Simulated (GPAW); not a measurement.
Runs of GPAW 26.7.0 on Zr2O. The structure is cubic, space group Pn-3m (No. 224). The conventional cell has a = 4.876 Å, b = 4.876 Å, c = 4.876 Å, α = 90.00°, β = 90.00°, γ = 90.00°. Zr (site symmetry -3m) is surrounded by 2 O at 2.11 Å. Around O (site symmetry -43m) lie 4 Zr at 2.11 Å. The cell comes from a database or a generator and needn't be the stable form of this composition.

```tsv
level	potentials or basis	spin	U	k mesh	band points	spin axis theta (degrees)	spin axis phi (degrees)	soc after scf	pressure (GPa)
PBEsol+U	PAW data sets generated in the run's folder for this functional, pw	off	Zr d U = 1 eV	5 × 5 × 5	100	-	-	-	(a)
PBEsol+U	PAW data sets generated in the run's folder for this functional, pw	off	Zr d U = 3 eV	5 × 5 × 5	100	-	-	-	-1.6
PBEsol	PAW data sets generated in the run's folder for this functional, pw	SOC, no magnetisation	-	6 × 6 × 6	80	90	45	second variation	-6.9
r2SCAN	GPAW PAW data sets (gpaw-data 1.2.1), pw	off	-	5 × 5 × 5	60	-	-	-	(b)
PBEsol+U	PAW data sets generated in the run's folder for this functional, pw	off	Zr d U = 4 eV	5 × 5 × 5	100	-	-	-	0.4
PBEsol	PAW data sets generated in the run's folder for this functional, pw	off	-	5 × 5 × 5	100	-	-	-	-6.8
PBEsol+U	PAW data sets generated in the run's folder for this functional, pw	off	Zr d U = 2 eV	5 × 5 × 5	100	-	-	-	-3.4
```

Alike in all rows: task band structure; cell as given; cutoff (eV) 800; smearing fermi-dirac 0.05 eV.

Question: Estimate the missing entries.

Answer: (a) -5.2; (b) -3.1.

Caveats: U without spin polarisation on a metal has little footing (some runs); spin-orbit coupling was added after a scalar SCF, so levels and gaps hold it while energy, forces, pressure and moments don't (some runs); the PAW data sets were made with another functional, which shifts forces and pressure a little (some runs).

Not every run made on this cell is shown here.
